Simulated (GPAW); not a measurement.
Runs of GPAW 26.7.0 on NaH. Symmetry: P6/mmm, No. 191, hexagonal system. Conventional cell: a = 5.669 Å, b = 5.669 Å, c = 4.017 Å, α = 90.00°, β = 90.00°, γ = 120.00°. Na (site symmetry 6/mmm) is surrounded by 2 H at 2.01 Å. H (site symmetry 6/mmm) has 2 Na at 2.01 Å as nearest neighbours. The cell was built by a generator and needn't be a form met in nature.

```tsv
level	exact-exchange share	gap on the mesh (eV)
PBEh(alpha)	0.5	6.82
PBE0	0.25	5.19
PBEh(alpha)	0.2	4.87
PBEh(alpha)	0.1	(b)
PBEh(alpha)	0.35	(a)
```

Alike in all rows: task single point; potentials or basis GPAW PAW data sets (gpaw-data 1.2.1), pw; no spin polarisation; cell as given; k mesh 2 × 2 × 3; cutoff (eV) 600; smearing fermi-dirac 0.05 eV; the mesh is coarse, so values aren't converged.

Task: Estimate the missing entries.

Result: (a) 5.84; (b) 4.24.

Caveats: all runs use coarse meshes; exact exchange converges slowly with the k mesh, and this mesh is small; an odd mesh through Γ misses points on the zone boundary, where band edges often lie.

Runs at the PBE level aren't shown here.
